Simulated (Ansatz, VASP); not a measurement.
**SiC62 in two plane-wave programs**

Aim: how closely do two programs agree when they are given the same cell, functional and k mesh? The cell is taken from a series of runs on this material, whose earlier steps may have relaxed, scaled, displaced or heated it; both programs get it as it stands.

Main program and level: Ansatz 0.2.0; plane waves, with VASP 6.6.1 beside it; PBE0.

In doubt: a hybrid run on one k-point (step 2), which bears on gaps, levels and energies.

**1. The structure**

The cell holds 63 atoms: 62 C and 1 Si. Its edges and angles: a = 7.143 Å, b = 7.143 Å, c = 7.143 Å, α = 90.0°, β = 90.0°, γ = 90.0°. It derives from C (C (Fd-3m)). Nearest the centre at fractional (0.438, 0.438, 0.562): Si63 at 0.01 Å, C26 at 1.99 Å, C22 at 1.99 Å, C59 at 1.99 Å, C12 at 2.00 Å, C41 at 2.00 Å, C37 at 2.00 Å, C27 at 2.67 Å.

**2. Ansatz: single point, PBE0**

Ansatz runs on its default PAW (the set named soft_2) files.

A single point takes one fixed geometry, so differences don't come from the geometry; what else differs is listed under the comparison.

The input, input.yaml:

```yaml
crystal:
  lattice:
    - [7.14312472, 0.0, 0.0]
    - [0.0, 7.14312472, 0.0]
    - [0.0, 0.0, 7.14312472]
  atoms:
    - { symbol: C, position: [0.00118065895, -0.00027895133, -0.00075875618] }
    - { symbol: C, position: [-0.00106718978, 0.24780169016, 0.24720050024] }
    - { symbol: C, position: [0.24925899312, -0.00252459231, 0.24719975647] }
    - { symbol: C, position: [0.25273108083, 0.25127237656, -0.00336274211] }
    - { symbol: C, position: [0.12647853004, 0.12501997873, 0.1219839499] }
    - { symbol: C, position: [0.12242146805, 0.37357151311, 0.36973754391] }
    - { symbol: C, position: [0.37502557399, 0.12096563135, 0.36973772416] }
    - { symbol: C, position: [0.37576455963, 0.37430483927, 0.12371589856] }
    - { symbol: C, position: [0.00041612701, -0.00103881291, 0.49899492253] }
    - { symbol: C, position: [0.00378643396, 0.25127078492, 0.74768772581] }
    - { symbol: C, position: [0.25272839295, 0.00232545159, 0.74768759008] }
    - { symbol: C, position: [0.24838511035, 0.24693033065, 0.48458915316] }
    - { symbol: C, position: [0.12991180526, 0.12845552007, 0.62153085793] }
    - { symbol: C, position: [0.12991574003, 0.37742906274, 0.87050650051] }
    - { symbol: C, position: [0.37888472593, 0.12845502044, 0.87050765934] }
    - { symbol: C, position: [0.00042361497, 0.49997359148, -4.0514e-07] }
    - { symbol: C, position: [-0.00224482808, 0.74825305137, 0.25070665907] }
    - { symbol: C, position: [0.24550531533, 0.49970700424, 0.24665527663] }
    - { symbol: C, position: [0.24926194313, 0.75176653982, 0.0014885135] }
    - { symbol: C, position: [0.12296776697, 0.62547104418, 0.12316177045] }
    - { symbol: C, position: [0.12296736939, 0.87579802003, 0.37349274152] }
    - { symbol: C, position: [0.36035679606, 0.62634385525, 0.37261926455] }
    - { symbol: C, position: [0.37476334956, 0.87431215713, 0.12465585997] }
    - { symbol: C, position: [-0.00051385399, 0.49896730193, 0.49999297374] }
    - { symbol: C, position: [-0.00107010772, 0.75176552714, 0.75116026138] }
    - { symbol: C, position: [0.24839120651, 0.5143772398, 0.75203237269] }
    - { symbol: C, position: [0.24550695874, 0.75230916642, 0.49926247094] }
    - { symbol: C, position: [0.12242004855, 0.62922909387, 0.62539695039] }
    - { symbol: C, position: [0.12647730483, 0.87697815348, 0.87394179797] }
    - { symbol: C, position: [0.37503073797, 0.62922754947, 0.87799981027] }
    - { symbol: C, position: [0.37576252768, 0.87524815099, 0.62465643529] }
    - { symbol: C, position: [0.50142840451, -0.00103578693, 2.94512e-06] }
    - { symbol: C, position: [0.50116315439, 0.24404953355, 0.24665566382] }
    - { symbol: C, position: [0.74971075926, -0.00370592691, 0.25070607355] }
    - { symbol: C, position: [0.7532255836, 0.24780464319, 0.00148792758] }
    - { symbol: C, position: [0.62692882505, 0.12151006783, 0.12316291295] }
    - { symbol: C, position: [0.62780425903, 0.3588992803, 0.37261720346] }
    - { symbol: C, position: [0.87725268411, 0.1215092592, 0.3734916181] }
    - { symbol: C, position: [0.87577079348, 0.37330816713, 0.12465339359] }
    - { symbol: C, position: [0.50042542115, -0.00197237327, 0.49999395546] }
    - { symbol: C, position: [0.51583403381, 0.24692752727, 0.75203873395] }
    - { symbol: C, position: [0.7532239486, -0.00252611182, 0.75116088038] }
    - { symbol: C, position: [0.75376271122, 0.24404989478, 0.49926250997] }
    - { symbol: C, position: [0.63068468743, 0.1209638552, 0.62539859574] }
    - { symbol: C, position: [0.63068468852, 0.37357203407, 0.87799999097] }
    - { symbol: C, position: [0.87844031088, 0.12501890301, 0.87394152732] }
    - { symbol: C, position: [0.87670983139, 0.37430220272, 0.62465578509] }
    - { symbol: C, position: [0.500428764, 0.49897054751, 0.00094048564] }
    - { symbol: C, position: [0.49730104511, 0.74481647975, 0.25414870437] }
    - { symbol: C, position: [0.74627549535, 0.49584386405, 0.25414667514] }
    - { symbol: C, position: [0.74971393759, 0.74825418493, 0.00267093494] }
    - { symbol: C, position: [0.62346067966, 0.62200154206, 0.12801894695] }
    - { symbol: C, position: [0.6234567568, 0.87094714032, 0.37696031111] }
    - { symbol: C, position: [0.87240615416, 0.62199968548, 0.37696000016] }
    - { symbol: C, position: [0.87501614222, 0.87355521677, 0.12540681772] }
    - { symbol: C, position: [0.50116479007, 0.75231266427, 0.75491765875] }
    - { symbol: C, position: [0.75376694543, 0.49970538461, 0.75491495774] }
    - { symbol: C, position: [0.74627414039, 0.74481766401, 0.50311668857] }
    - { symbol: C, position: [0.62780388699, 0.62634771365, 0.64006254302] }
    - { symbol: C, position: [0.62692669124, 0.87580176068, 0.87745915795] }
    - { symbol: C, position: [0.87725837633, 0.62546780952, 0.87745695516] }
    - { symbol: C, position: [0.87576449744, 0.87430968032, 0.6256599261] }
    - { symbol: Si, position: [0.43808139096, 0.43662838145, 0.56234577371] }
  host:
    repeats: [2, 2, 2]
    atoms:
      - { symbol: C, position: [0.0, 0.0, 0.0] }
      - { symbol: C, position: [0.0, 0.5, 0.5] }
      # ... 6 more atoms of the perfect host
basis:
  ecutwfc: 420
  xc_grid: 2
hamiltonian:
  xc: pbe0
kpoints:
  mp_grid: { grid: [1, 1, 1] }
magnetization:
  spin_polarized: true
  initial_magnetization: 2
  spin_locking: { lock_magnetization: hard }
scf:
  occupations: { method: fermi_dirac, width: 0.01 }
  max_iter: 60
  n_extra_bands: 16
  lower_state_search: "off"
output:
  forces: true
  eigenvalues: true
checkpoint:
  read: "../exc.ground.q0_M2.run"
  write: "../exc0_q0_M2.ground.l0.run"
  compress: false
  write_wavefunctions: false
  write_every: 100000
```

Command:

```console
$ ansatz run input.yaml --threads 4 --pin off --max-ram 11304MiB --backend cpu --events-out ev --progress --plain --runs-dir out
```

Log:

```text
Warning: the atoms were moved onto the symmetric positions of the space group found under crystal.symmetry.tolerance 1.0e-5 (fractional; no operation is sought that the atoms, as they stand in a round, miss by more than twice it, and no atom is moved by as much as it), and the run uses the moved positions. Before a round's move an operation carried an atom to 1.01e-4 Å from where it should land, the largest such dist [...]
[...]
Free energy (F): -16183.959251 eV
Frozen-core exchange: fock
Harris-Foulkes:  -16183.959251 eV  (|F-HF|=4.37e-11)
Internal energy: -16183.959251 eV  (E = F + TS)
E sigma→0 (E₀):  -16183.959251 eV
Fermi energy:    13.943517 (↑ 15.820606, ↓ 13.339068) eV
--- Per-component energies (eV) ---
  E_band       = 625.514816
  E_kinetic    = 5769.045624
  E_local      = -3952.595422  (includes V_loc(G=0)·N_el)
  E_nonlocal   = 1643.666713
  E_hartree    = 921.731549
  E_xc         = -2388.042914
  E_vxc        = -2944.475742  (∫ρ·V_xc dr)
  E_exx        = -677.660343  (= α·E_x^exact, valence–valence)
  E_paw        = -6679.892436  (= ΣΔE_a)
  E_vpaw       = -378.269361  (= ΣTr[D̂ρ^β])
  E_aug_tail   = 0.000539  (compensation charges beyond the density's cutoff)
  E_ewald      = -10819.089861
  E_core_change = -1.122701  (= ΣΔE_core)
  E_smearing   = -0.000000  (= −TS)
  E_closure    = -0.000000  (closes the sum)
  Σ components = -16183.959251   (vs F -16183.959251, Δ=1.82e-12)
--- Forces (eV/Å), atoms counted from 1 ---
  atom   1  C     -0.00057446    -0.00057446     0.00057446
  atom   2  C      0.00012420     0.00073077     0.00029085
  atom   3  C      0.00073077     0.00012420     0.00029085
  atom   4  C      0.00011074     0.00011074    -0.00001129
  atom   5  C     -0.00002719    -0.00002719    -0.00013321
  atom   6  C     -0.00028806    -0.00010433    -0.00022102
  atom   7  C     -0.00010433    -0.00028806    -0.00022102
  atom   8  C      0.00008855     0.00008855     0.00073464
  atom   9  C      0.00016412     0.00016412     0.00036696
  atom  10  C      0.00001129     0.00011074    -0.00011074
  atom  11  C      0.00011074     0.00001129    -0.00011074
  atom  12  C     -0.00009757    -0.00009757     0.00026734
  atom  13  C      0.00018563     0.00018563     0.00029708
  atom  14  C      0.00018563    -0.00029708    -0.00018563
  atom  15  C     -0.00029708     0.00018563    -0.00018563
  atom  16  C      0.00016412    -0.00036696    -0.00016412
  atom  17  C     -0.00016844    -0.00005042     0.00005042
  atom  18  C     -0.00022305    -0.00025655    -0.00067815
  atom  19  C      0.00073077    -0.00029085    -0.00012420
  atom  20  C      0.00045747     0.00016565     0.00037755
  atom  21  C      0.00045747    -0.00037755    -0.00016565
  atom  22  C     -0.00007312    -0.00015793     0.00015793
  atom  23  C     -0.00089042     0.00012524    -0.00012524
  atom  24  C      0.00022752    -0.00007854     0.00007854
[...]
atom  56  C     -0.00025655     0.00067815     0.00022305
  atom  57  C      0.00067815    -0.00025655     0.00022305
  atom  58  C     -0.00008191    -0.00008191    -0.00064806
  atom  59  C     -0.00015793    -0.00015793     0.00007312
  atom  60  C      0.00016565    -0.00037755    -0.00045747
  atom  61  C     -0.00037755     0.00016565    -0.00045747
  atom  62  C      0.00012524     0.00012524     0.00089042
  atom  63  Si     0.00060079     0.00060079    -0.00060079
  max |Σ_I F_I| component: 4.66e-7 eV/Å
--- Band table (eV) ---
  k-point 0 ↑: bands = ["-11.2756", "-8.9797", "-8.9797", "-8.8941", "-8.8941", "-8.6261", "-8.4273", "-6.6863", "-6.6365", "-6.6365", "-6.5895", "-6.5895", "-6.5197", "-6.5197", "-6.4668", "-6.3503", "-6.3503", "-6.0402", "-5.7675", "-5.1381", "-5.1381", "-4.9057", "-3.9029", "-2.3964", "-2.3790", "-2.3311", "-2.3311", "-1.9475", "-1.9475", "-1.8529", "-1.8104", "-1.8104", "-1.6484", "-1.2755", "-1.1849", "-1.0901", [...]
  k-point 0 ↓: bands = ["-11.2315", "-8.9178", "-8.9178", "-8.8563", "-8.8563", "-8.5905", "-8.3703", "-6.6342", "-6.5572", "-6.5572", "-6.5491", "-6.5491", "-6.4830", "-6.4830", "-6.4405", "-6.2859", "-6.2859", "-5.9758", "-5.7037", "-5.0700", "-5.0700", "-4.7889", "-3.7582", "-2.3607", "-2.3584", "-2.2785", "-2.2785", "-1.8740", "-1.8740", "-1.8021", "-1.7668", "-1.7668", "-1.6044", "-1.1995", "-1.1466", "-1.0350", [...]
```

**3. VASP: single point, PBE0**

The same cell, functional, mesh and smearing now go to VASP, with its own data sets.

Lines of VASP's logs that name or quote its potential files are left out, and so is its time.

The run reads the wave functions of an earlier VASP run, which isn't shown here.

The input, INCAR:

```
SYSTEM = SiC62
PREC = Accurate
ENCUT = 520
EDIFF = 1E-06
NELM = 100
ISMEAR = -1
SIGMA = 0.01
LREAL = Auto
ALGO = Normal
LHFCALC = .TRUE.
AEXX = 0.25
GGA = PE
LASPH = .TRUE.
NBANDS = 170
ISPIN = 2
MAGMOM = 0.01 0.02 0.02 0.01 0 0.01 0.01 0 0.02 0.01 0.01 0.11 0 0 0 0.02 0 0.01 0.02 0.02 0.02 0.11 0.02 0 0.02 0.11 0.01 0.01 0 0.01 0 0.02 0.01 0 0.02 0.02 0.11 0.02 0.02 0 0.11 0.02 0.01 0.01 0.01 0 0 0 0 0 0 0.01 0.01 0.01 0.01 0.01 0.01 0 0.11 0.02 0.02 0.02 0.01
PRECFOCK = Fast
LORBIT = 11
LWAVE = .FALSE.
LCHARG = .FALSE.
ISIF = 2
NUPDOWN = 2
```

The input, POSCAR:

```
SiC62
1.0
    7.1431247189      0.0000000000      0.0000000000
    0.0000000000      7.1431247189      0.0000000000
    0.0000000000      0.0000000000      7.1431247189
C Si
62 1
Direct
    0.0011806590      0.9997210487      0.9992412438
    0.9989328102      0.2478016902      0.2472005002
    0.2492589931      0.9974754077      0.2471997565
    0.2527310808      0.2512723766      0.9966372579
    0.1264785300      0.1250199787      0.1219839499
    0.1224214680      0.3735715131      0.3697375439
    0.3750255740      0.1209656313      0.3697377242
    0.3757645596      0.3743048393      0.1237158986
    0.0004161270      0.9989611871      0.4989949225
    0.0037864340      0.2512707849      0.7476877258
    0.2527283929      0.0023254516      0.7476875901
    0.2483851103      0.2469303307      0.4845891532
    0.1299118053      0.1284555201      0.6215308579
    0.1299157400      0.3774290627      0.8705065005
    0.3788847259      0.1284550204      0.8705076593
    0.0004236150      0.4999735915      0.9999995949
    0.9977551719      0.7482530514      0.2507066591
    0.2455053153      0.4997070042      0.2466552766
    0.2492619431      0.7517665398      0.0014885135
    0.1229677670      0.6254710442      0.1231617704
    0.1229673694      0.8757980200      0.3734927415
    0.3603567961      0.6263438553      0.3726192646
    0.3747633496      0.8743121571      0.1246558600
    0.9994861460      0.4989673019      0.4999929737
    0.9989298923      0.7517655271      0.7511602614
    0.2483912065      0.5143772398      0.7520323727
    0.2455069587      0.7523091664      0.4992624709
    0.1224200486      0.6292290939      0.6253969504
    0.1264773048      0.8769781535      0.8739417980
    0.3750307380      0.6292275495      0.8779998103
    0.3757625277      0.8752481510      0.6246564353
    0.5014284045      0.9989642131      0.0000029451
    0.5011631544      0.2440495336      0.2466556638
    0.7497107593      0.9962940731      0.2507060736
    0.7532255836      0.2478046432      0.0014879276
    0.6269288251      0.1215100678      0.1231629129
    0.6278042590      0.3588992803      0.3726172035
    0.8772526841      0.1215092592      0.3734916181
    0.8757707935      0.3733081671      0.1246533936
    0.5004254212      0.9980276267      0.4999939555
    0.5158340338      0.2469275273      0.7520387339
    0.7532239486      0.9974738882      0.7511608804
    0.7537627112      0.2440498948      0.4992625100
    0.6306846874      0.1209638552      0.6253985957
    0.6306846885      0.3735720341      0.8779999910
    0.8784403109      0.1250189030      0.8739415273
    0.8767098314      0.3743022027      0.6246557851
    0.5004287640      0.4989705475      0.0009404856
    0.4973010451      0.7448164797      0.2541487044
    0.7462754953      0.4958438641      0.2541466751
    0.7497139376      0.7482541849      0.0026709349
    0.6234606797      0.6220015421      0.1280189469
    0.6234567568      0.8709471403      0.3769603111
    0.8724061542      0.6219996855      0.3769600002
    0.8750161422      0.8735552168      0.1254068177
    0.5011647901      0.7523126643      0.7549176587
    0.7537669454      0.4997053846      0.7549149577
    0.7462741404      0.7448176640      0.5031166886
    0.6278038870      0.6263477136      0.6400625430
    0.6269266912      0.8758017607      0.8774591579
    0.8772583763      0.6254678095      0.8774569552
    0.8757644974      0.8743096803      0.6256599261
    0.4380813910      0.4366283814      0.5623457737
```

The input, KPOINTS:

```
Automatic mesh
0
Gamma
1 1 1
0 0 0
```

PAW data sets: C and Si (PBE family, release 64).

Command:

```console
$ export OMP_NUM_THREADS=3
$ mpirun -np 1 vasp_gam
```

Log:

```text
[banner, memory and clock lines left out]
running    1 mpi-ranks, on    1 nodes
[...]
Offloading initialized ...    1 GPUs detected
[...]
LDA part: xc-table for (Slater+PW92), standard interpolation
 found WAVECAR, reading the header
 POSCAR, INCAR and KPOINTS ok, starting setup
[...]
reading WAVECAR
 the WAVECAR file was read successfully
 initial charge from wavefunction
 entering main loop
       N       E                     dE             d eps       ncg     rms          rms(c)
DAV:   1    -0.685427757718E+03   -0.68543E+03   -0.82383E+00   716   0.762E+00    0.495E+00
DAV:   2    -0.685463404365E+03   -0.35647E-01   -0.14581E-01   776   0.862E-01    0.310E+00
DAV:   3    -0.685446674371E+03    0.16730E-01   -0.19228E-02   800   0.322E-01    0.175E+00
DAV:   4    -0.685441763906E+03    0.49105E-02   -0.58054E-03   776   0.186E-01    0.960E-01
[...]
DAV:   9    -0.685439861231E+03    0.96317E-05   -0.49621E-06   734   0.651E-03    0.504E-02
DAV:  10    -0.685439858876E+03    0.23549E-05   -0.14672E-06   470   0.375E-03    0.282E-02
DAV:  11    -0.685439858608E+03    0.26823E-06   -0.54305E-07   422   0.240E-03
   1 F= -.68543986E+03 E0= -.68543986E+03  d E =-.376921E-13  mag=     2.0000
```

Parts of OUTCAR (step 3):

```text
  FREE ENERGIE OF THE ION-ELECTRON SYSTEM (eV)
  ---------------------------------------------------
  free  energy   TOTEN  =      -685.4398586081 eV

  energy  without entropy=     -685.4398586081  energy(sigma->0) =     -685.43985861

 magnetization (x)
# of ion       s       p       d       tot
------------------------------------------
    1        0.000   0.007   0.000   0.007
    2        0.001   0.019   0.000   0.020
    3        0.001   0.019   0.000   0.020
    4        0.000   0.006   0.000   0.006
    5       -0.000   0.005   0.000   0.005
    6       -0.000   0.010   0.000   0.010
    7       -0.000   0.010   0.000   0.010
    8       -0.000   0.004   0.000   0.004
    9        0.001   0.021   0.000   0.022
   10        0.000   0.006   0.000   0.006
   11        0.000   0.006   0.000   0.006
   12        0.013   0.127   0.000   0.140
   13       -0.001   0.003   0.000   0.002
[...]
--------------------------------------------------
tot          0.074   1.314   0.000   1.388

[... 1 further part left out ...]
```

The run ends at a pressure of -3.97 GPa, with forces up to 0.048 eV/Å.

**4. Differences**

Known differences besides the potentials themselves: exact exchange at q = 0 is treated differently, which shows on coarse meshes; VASP keeps PBE cores, Ansatz makes them for the functional; the cutoff is 420 eV in Ansatz and 520 eV in VASP (PREC = Accurate, projectors in real space); VASP takes a coarser grid for exact exchange (PRECFOCK = Fast); site moments are counted in spheres of each program's own size. Total energies have different zeros and are not compared.

The two programs side by side:

```
                             quantity  Ansatz   VASP  difference
total moment, fixed by the input (μB)    2.00   2.00        0.00
                   moment on C22 (μB)    0.11   0.14       -0.03
                   moment on C37 (μB)    0.11   0.14       -0.03
                   moment on C59 (μB)    0.11   0.14       -0.03
                   moment on C12 (μB)    0.11   0.14       -0.03
                   moment on C26 (μB)    0.11   0.14       -0.03
                   moment on C41 (μB)    0.11   0.14       -0.03
                  moment on Si63 (μB)    0.01  -0.06       +0.07
```

The largest component of a force difference here is 37 meV/Å.

**5. Outcome**

| Item | Value |
| --- | --- |
| difference in moment on Si63 (single point, PBE0) | 0.066 μB |
| r.m.s. force difference (single point, PBE0) | 11 meV/Å |

**Reading.** The r.m.s. force difference is 11 meV/Å (single point, PBE0), within the 12 meV/Å picked in this series as the mark of a large difference. How closely two codes agree says nothing of how well the functional describes the real material.

[Lines on the potential files, build, host, timing and source positions are cut from VASP's logs without a mark.]

[Logs are printed without paths, hosts, clocks, repeated set-up lines and the standing remarks that a program may print on its own settings, such as how far it seeks lower states.]

[Hosts, paths, dates, database ids (printed as entryN), source tags and the programs' standing remarks are cut or masked in the printed files.]
